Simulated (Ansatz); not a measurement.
The system is NaCl.

```
CELL_PARAMETERS angstrom
3.50219 0.00000 0.00000
0.00000 3.50219 0.00000
0.00000 0.00000 3.50219
ATOMIC_POSITIONS crystal
Cl 0.50000 0.50000 0.50000
Na 0.00000 0.00000 0.00000
```

Measurements of this composition are mostly on another form, of space group No. 225.

* Program: Ansatz 0.2.0
* Task: relaxation of cell and atoms
* Functional: revPBE
* Potentials or basis: all-electron LAPW, scalar-relativistic
* Basis error allowed: 0.001 eV/atom
* k mesh: 8 × 8 × 8
* Occupations: fermi-dirac, width 0.05 eV
* Spin: no spin polarisation

At the start: volume 21.48 Å³/atom.

Q: Where does the relaxation end?

A: Over 5 steps the energy falls by 7.6 meV/atom and the volume is 22.99 Å³/atom (+7.1 %); space group Pm-3m (No. 221, to 0.05 Å).

The path:
| step | energy change (eV) | largest force (eV/Å) | volume (Å³) |
| --- | --- | --- | --- |
| 1 | 0.0000 | 0.0000 | 42.96 |
| 2 | -0.0122 | 0.0000 | 44.60 |
| 3 | -0.0152 | 0.0000 | 45.84 |
| 4 | -0.0152 | 0.0000 | 45.99 |
| 5 | -0.0152 | 0.0000 | 45.99 |

Final structure:
```
Cl Na
1.0
     3.58272    0.00000    0.00000
     0.00000    3.58272    0.00000
     0.00000    0.00000    3.58272
Cl Na
1 1
Cartesian
  1.7914 1.7914 1.7914
  0.0000 0.0000 0.0000
```
